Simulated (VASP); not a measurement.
# CdTe (F-43m) in VASP: notebook, part 2 of 2

VASP 6.6.1. The steps go on from the part before.

**4. Relaxation of cell and atoms, PBE-based screened hybrid with 25 % exact exchange**

The input, POSCAR:

```
CdTe
1.0
    0.0000000000      3.2050000000      3.2050000000
    3.2050000000      0.0000000000      3.2050000000
    3.2050000000      3.2050000000      0.0000000000
Te Cd
1 1
Direct
    0.7500000000      0.7500000000      0.7500000000
    0.0000000000      0.0000000000      0.0000000000
```

The input, INCAR.step1:

```
SYSTEM = CdTe
ALGO = Normal
EDIFF = 1E-5
ENCUT = 600
GGA = PE
ISMEAR = -1
LASPH = .TRUE.
LCHARG = .FALSE.
LREAL = .FALSE.
LWAVE = .TRUE.
NBANDS = 16
NELM = 100
PREC = Accurate
SIGMA = 0.05
```

The input, INCAR.step2:

```
SYSTEM = CdTe
AEXX = 0.25
ALGO = Normal
EDIFF = 1E-6
EDIFFG = -0.01
ENCUT = 600
GGA = PE
HFSCREEN = 0.3
IBRION = 2
ISIF = 3
ISMEAR = -1
ISTART = 1
LASPH = .TRUE.
LCHARG = .FALSE.
LHFCALC = .TRUE.
LREAL = .FALSE.
LWAVE = .FALSE.
NELM = 100
NSW = 60
PREC = Accurate
PRECFOCK = Normal
SIGMA = 0.05
```

The input, KPOINTS:

```
k-points
0
G
  4 4 4
  0 0 0
```

Started as:

```console
$ cat potpaw_PBE.64/Te/POTCAR potpaw_PBE.64/Cd/POTCAR > POTCAR
$ cp INCAR.step1 INCAR
$ mpirun -np 1 vasp_std > vasp.out
$ cp INCAR.step2 INCAR
$ mpirun -np 1 vasp_std > vasp.out
```

Wall time 63 min (1 thread of Intel Xeon 8259CL, shared host); peak memory 0.35 GiB.

Results (log left out):

- Free energy: -5.7915 eV
- Relaxed volume: 35.61 Å³/atom
- Relaxed cell: a = 4.653 Å, b = 4.653 Å, c = 4.653 Å, α = 60.00°, β = 60.00°, γ = 60.00°
- Space group after relaxing (to 0.1 Å): F-43m (No. 216)
- Energy gained by relaxing: 28.7 meV/atom
- Ionic steps: 3
- Pressure after relaxing: 0.0 GPa
- Band gap on the k mesh: 1.24 eV

Step by step:
```
step  energy change (eV)  largest force (eV/Å)  pressure (GPa)  volume (Å³)
   1              0.0000                0.0000            3.65        65.84
   2             -0.0507                0.0000           -1.01        73.26
   3             -0.0573                0.0000           -0.01        71.23
```

Final structure:
```yaml
crystal:
  lattice:
    - [0.00000, 3.29009, 3.29009]
    - [3.29009, 0.00000, 3.29009]
    - [3.29009, 3.29009, 0.00000]
  atoms:
    - { symbol: Te, position: [0.75000, 0.75000, 0.75000] }
    - { symbol: Cd, position: [0.00000, 0.00000, 0.00000] }
```

Levels at points of the mesh, in eV from the valence-band top:
```tsv
k point	band 6	band 7	band 8	band 9	band 10	band 11	band 12	band 13
(0.00, 0.00, 0.00)	-9.16	0.00	0.00	0.00	1.24	5.30	5.30	5.30
(0.50, 0.00, 0.00)	-8.74	-4.39	-0.75	-0.75	2.39	5.86	5.86	7.72
(0.50, 0.50, 0.00)	-8.58	-4.30	-1.81	-1.81	3.19	3.29	9.48	9.88
```

Caveat: the k points lie up to 0.41 Å⁻¹ apart in the final cell; the PAW data sets were made with another functional, which shifts forces and pressure a little; spin-orbit coupling is left out, which moves the levels of the heavy elements. Zero-point motion and thermal expansion aren't in these numbers.

**5. Single point, PBEsol-based global hybrid with 25 % exact exchange**

This run uses another cell than the first one, of 34.03 Å³/atom.

The input, POSCAR:

```
CdTe
1.0
    0.0000000000      3.2406691043      3.2406691043
    3.2406691043      0.0000000000      3.2406691043
    3.2406691043      3.2406691043      0.0000000000
Te Cd
1 1
Direct
    0.7500000000      0.7500000000      0.7500000000
    0.0000000000      0.0000000000      0.0000000000
```

The input, INCAR.step1:

```
PREC     = Accurate       # precision mode
ENCUT    = 520            # plane-wave cutoff, eV
EDIFF    = 1E-5           # SCF threshold, eV
ISMEAR   = -1             # smearing method
SIGMA    = 0.05           # smearing width, eV
LREAL    = False          # projectors in reciprocal space
LASPH    = True           # aspherical terms in the spheres
NELM     = 100            # most SCF steps
ALGO     = Normal         # electronic algorithm
ISIF     = 2              # what is computed and relaxed
LWAVE    = True           # write WAVECAR
LCHARG   = False          # write CHGCAR
NBANDS   = 16             # bands
GGA      = PE             # functional
```

The input, INCAR.step2:

```
PREC     = Accurate       # precision mode
ENCUT    = 520            # plane-wave cutoff, eV
EDIFF    = 1E-6           # SCF threshold, eV
ISMEAR   = -1             # smearing method
SIGMA    = 0.05           # smearing width, eV
LREAL    = False          # projectors in reciprocal space
LASPH    = True           # aspherical terms in the spheres
NELM     = 100            # most SCF steps
ALGO     = Normal         # electronic algorithm
ISIF     = 2              # what is computed and relaxed
LWAVE    = False          # write WAVECAR
LCHARG   = False          # write CHGCAR
GGA      = PS             # functional
LHFCALC  = True           # exact exchange
AEXX     = 0.25           # exact-exchange fraction
PRECFOCK = Normal       
NBANDS   = 16             # bands
ISTART   = 1
```

The input, KPOINTS:

```
Automatic mesh
0
Gamma
  4 4 4
```

Started as:

```console
$ cat potpaw_PBE.64/Te/POTCAR potpaw_PBE.64/Cd/POTCAR > POTCAR
$ cp INCAR.step1 INCAR
$ mpirun -np 1 vasp_std > vasp.out
$ cp INCAR.step2 INCAR
$ mpirun -np 1 vasp_std > vasp.out
```

Run time: 6.2 min. Hardware: 1 thread of AMD EPYC 9R45 (Zen 5), shared host; peak memory 0.19 GiB.

It converged, with:

| Property | Result |
| --- | --- |
| Free energy | -7.0458 eV |
| Pressure | -0.1 GPa |
| Band gap on the k mesh | 2.13 eV |

Levels at points of the mesh, in eV from the valence-band top:
```
           k point  band 7  band 8  band 9  band 10  band 11  band 12
(0.00, 0.00, 0.00)    0.00    0.00    0.00     2.13     6.13     6.13
(0.50, 0.00, 0.00)   -4.85   -0.85   -0.85     3.23     6.72     6.72
(0.50, 0.50, 0.00)   -4.71   -2.05   -2.05     3.85     4.11    10.62
```

Caveat: the PAW data sets were made with another functional, which shifts forces and pressure a little; spin-orbit coupling is left out, which moves the levels of the heavy elements.

**6. Summary**

```tsv
task	level	cell	cutoff (eV)	screening parameter	gap on the mesh (eV)	pressure (GPa)
single point	PBEsol-based global hybrid with 25 % exact exchange	a = 4.533 Å, angles 60.0°, 2 atoms	520	-	2.24	1.5
single point	PBE-based screened hybrid with 25 % exact exchange	a = 4.655 Å, angles 60.0°, 2 atoms	520	0.3 1/Å	1.24	0.0
relaxation of cell and atoms	PBE-based screened hybrid with 25 % exact exchange	relaxed from a = 4.533 Å, angles 60.0°, 2 atoms	600	0.3 1/Å	1.24	0.0
single point	PBEsol-based global hybrid with 25 % exact exchange	a = 4.583 Å, angles 60.0°, 2 atoms	520	-	2.13	-0.1
```

Alike in all rows: potentials or basis VASP PAW PBE potentials, release 64 (Te, Cd); no spin polarisation; k mesh 4 × 4 × 4; smearing fermi-dirac 0.05 eV.

Caveats: some runs use coarse meshes; the PAW data sets were made with another functional, which shifts forces and pressure a little; spin-orbit coupling is left out, which moves the levels of the heavy elements.

Total energies depend on the potentials used, so only differences within one code and one set of settings carry meaning.

**7. How close it comes**

Step 3. A measured gap of CdTe is 1.607 eV (0 K; a printed reference work, data compilation); the calculated 1.24 eV misses it by -0.37 eV. Spin-orbit coupling on Cd, Te is left out. The value is that of PBE-based screened hybrid with 25 % exact exchange, without temperature or zero-point motion.

Step 5. Against the measured gap of CdTe, 1.607 eV (0 K; a printed reference work, data compilation), the calculated 2.13 eV is off by +0.52 eV. Spin-orbit coupling on Cd, Te is left out. The value is that of PBEsol-based global hybrid with 25 % exact exchange, without temperature or zero-point motion.
